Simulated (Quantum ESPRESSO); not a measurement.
The system is MgB2.

```
Mg B
1.0
     3.08500    0.00000    0.00000
    -1.54250    2.67169    0.00000
     0.00000    0.00000    3.52300
Mg B
1 2
Direct
  0.00000 0.00000 0.00000
  0.66667 0.33333 0.50000
  0.33333 0.66667 0.50000
```

```yaml
Program: Quantum ESPRESSO 7.5
Task: phonons
Functional: PBE
Potentials_or_basis: GBRV 1.5 PBE
Cutoff: 612 eV
Density_cutoff: 4898 eV
k_mesh: 10 × 10 × 8
Occupations: cold, width 0.2 eV
Spin: no spin polarisation
Target_pressure: -3 GPa
Mixing_beta: 0.5
Most_SCF_iterations: 120
SCF_threshold: 6e-10 Ry
```

The cell and the atoms were relaxed first at -3 GPa, to 9.81 Å³/atom (a = 3.096 Å, b = 3.096 Å, c = 3.547 Å, α = 90.00°, β = 90.00°, γ = 120.00°), and the response was taken there.

```
Mg B
1.0
     3.09586    0.00000    0.00000
    -1.54793    2.68109    0.00000
     0.00000    0.00000    3.54698
Mg B
1 2
Direct
  0.00000 0.00000 0.00000
  0.66667 0.33333 0.50000
  0.33333 0.66667 0.50000
```

**Question.** Which optical modes does the crystal have at the zone centre, and which show in infrared and Raman spectra?

**Answer.** The optical modes are E1u + E2g + A2u + B1g. Infrared active: E1u + A2u. Raman active: E2g.

Optical modes at Γ, degenerate ones joined:
```
cm⁻¹  components  symmetry  active in
 321           2       E1u         IR
 359           2       E2g      Raman
 380           1       A2u         IR
 685           1       B1g     silent
```

Caveat: the mesh is thin for the phonons of a metal; the cell is more than 3 GPa from zero pressure, which shifts response properties.
